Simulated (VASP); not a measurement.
Here is the system:

```
CELL_PARAMETERS angstrom
      0.00000     3.00907     3.00907
      3.00907     0.00000     3.00907
      3.00907     3.00907     0.00000
ATOMIC_POSITIONS crystal
  Na 0.00000 0.00000 0.00000
  Br 0.50000 0.50000 0.50000
```

Computed with PBE GGA, VASP's PBE PAW potentials (set 64) (plane waves; VASP 6.6.1). Run with 400 eV cut-off, 9×9×9 Γ-centred mesh, tetrahedra with Blöchl corrections, potentials Na_pv Br.

Problem. What does the run give for the energy per atom (σ→0), band gap (on the k-mesh) with the smallest direct gap where there is one?

Solution. 
The band gap (on the k-mesh) is 4.09 eV, the smallest direct gap (on the k-mesh) comes out as 4.09 eV and the energy per atom (σ→0) is -3.060 eV/atom.

Total energies compare only between runs with the same potentials, cut-off and functional.

The compound is NaBr in the rock salt structure. It was relaxed first.
